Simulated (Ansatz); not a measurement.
From input file to script: ZrSe2, space group P-3m1 in Ansatz 0.2.0.

```yaml
crystal:
  lattice:
    - [3.798, 0.0, 0.0]
    - [-1.899, 3.28916, 0.0]
    - [0.0, 0.0, 6.192]
  atoms:
    - { symbol: Zr, position: [0.0, 0.0, 0.0] }
    - { symbol: Se, position: [0.3333333333333333, 0.6666666666666666, 0.25] }
    - { symbol: Se, position: [0.6666666666666666, 0.3333333333333333, 0.75] }
basis:
  ecutwfc: 470.0
kpoints:
  mp_grid:
    grid: [6, 6, 4]
    shift: [0.0, 0.0, 0.0]
hamiltonian:
  xc: pbe
scf:
  max_iter: 60
  occupations:
    method: fixed
output:
  wannier:
    kmesh: [6, 6, 2]
    projections:
      - { species: Se, l: p }
    minimise: true
```

`wannier_zrse2.py`:
```python
"""Localising the top valence bands of ZrSe2."""

from pathlib import Path

import ansatz as az
import tomllib


def main() -> None:
    lattice = az.Lattice.of(
        [3.798, 0.0, 0.0],
        [-1.899, 3.28916, 0.0],
        [0.0, 0.0, 6.192],
    )
    sites = [
        ("Zr", [0.0, 0.0, 0.0]),
        ("Se", [1 / 3, 2 / 3, 0.25]),
        ("Se", [2 / 3, 1 / 3, 0.75]),
    ]
    system = az.Crystal(lattice=lattice)
    for symbol, position in sites:
        system = system.atom(symbol, position)

    calc = system.calculation()
    calc = calc.functional("pbe")
    calc = calc.basis(470)
    calc = calc.kpoints(mesh=(6, 6, 4), center="gamma")
    calc = calc.scf(max_iterations=60)
    calc = calc.occupations("fixed")
    calc = calc.wannier(mesh=(6, 6, 2), projections=[az.TrialShell("Se", "p")], minimise=True)
    result = calc.run(threads=1, pin="off", runs_dir="w90")
    spreads = tomllib.loads(Path(result.output_folder, "results", "wannier.spreads.toml").read_text())
    print("converged:", spreads["converged"], "in", spreads["n_iter"], "steps; least projectability", round(spreads["least_projectability"], 3))
    print("invariant, diagonal, off-diagonal spread (A^2):", *(round(spreads[k], 4) for k in ("omega_i_ang2", "omega_d_ang2", "omega_od_ang2")))
    for function in spreads["wannier"]:
        print("centre", [round(v, 3) for v in function["r"]], "spread", round(function["spread"], 4))


if __name__ == "__main__":
    main()
```

```console
$ python wannier_zrse2.py
converged: True in 40 steps; least projectability 0.704
invariant, diagonal, off-diagonal spread (A^2): 15.5062 0.0448 0.6985
centre [0.011, 2.196, 1.276] spread 2.6128
centre [1.91, 1.093, 4.916] spread 2.6128
centre [-0.051, 2.248, 1.241] spread 2.7558
centre [1.848, 1.041, 4.951] spread 2.7558
centre [1.937, 1.156, 4.952] spread 2.7562
centre [0.038, 2.133, 1.24] spread 2.7562
```

Notes:
- Spin is left out of this run.
- Of the deposited cell: the entry's cell lengths or inner coordinates differ somewhat from later room-temperature determinations.
- The structure is a deposited one; some such entries were measured under pressure or heat, so a shift against it needn't be the functional's error alone.
- The whole script took 5.4 s on 1 thread of Arm Neoverse V2, on a shared host, peak memory 0.4 GiB.

(Lines on the test bed's own set-up are left out of the output.)
